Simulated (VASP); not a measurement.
Here is a VASP 6.6.1 calculation.

The input INCAR:

```
SYSTEM = Pt
PREC = Accurate
ENCUT = 520
EDIFF = 1E-6
ISMEAR = 0
SIGMA = 0.1
LREAL = .False.
LASPH = .True.
NELM = 100
ALGO = Fast
ISIF = 2
LWAVE = .False.
LCHARG = .False.
GGA = PE
NBANDS = 11
```

Contents of KPOINTS:

```
Automatic mesh
0
Gamma
  26 26 26
  0 0 0
```

POSCAR

```
Pt
1.0
   -1.3679796691      1.7002657324      1.7003940208
    1.3679796691     -1.7002657324      1.7003940208
    1.3679796691      1.7002657324     -1.7003940208
Pt
1
Direct
    0.5000000000      0.5000000000      0.0000000000
```

Potentials or basis: VASP PAW PBE potentials, release 64 (Pt).

Run with:

```sh
$ cat potpaw_PBE.64/Pt/POTCAR > POTCAR
$ mpirun -np 1 vasp_std > vasp.out
```

Problem. What does it give for the pressure?

Solution. -0.5 GPa.

Problem. Predict the band gap on the k mesh.

Solution. None (metal or under the smearing width).

Spin-orbit coupling is left out, which matters for the levels of Pt.
